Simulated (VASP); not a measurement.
Runs of VASP 6.6.1 on B. The structure is cubic, space group Pm-3m (No. 221). Conventional cell: a = 1.941 Å, b = 1.941 Å, c = 1.941 Å, α = 90.00°, β = 90.00°, γ = 90.00°. B (site symmetry m-3m) is surrounded by 6 B at 1.94 Å. This isn't the form of B at room conditions, which is rhombohedral.

```csv
cell,k mesh,gap on the mesh (eV),pressure (GPa)
"Pm-3m, 7.31 Å³/atom",18 × 18 × 18,none,-14.8
"Pm-3m, 6.77 Å³/atom",18 × 18 × 18,none,0.6
"Pm-3m, 7.58 Å³/atom",18 × 18 × 18,none,-20.6
"Pm-3m, 6.77 Å³/atom",27 × 27 × 27,none,(a)
```

Alike in all rows: task single point; level revPBE; potentials or basis VASP PAW PBE potentials, release 64 (B); no spin polarisation; cutoff (eV) 520; smearing fermi-dirac 0.1 eV.

Question: Estimate the missing entries.

Answer: (a) 0.4.

Caveats: the PAW data sets were made with another functional, which shifts forces and pressure a little (some runs); so large a pressure means that the cell lies far from this level's equilibrium, or that cutoff or potentials fall short (some runs); the potentials were made for another functional, which shifts forces and pressure (some runs).

A gap of «none» marks a metal or a gap under the smearing width.
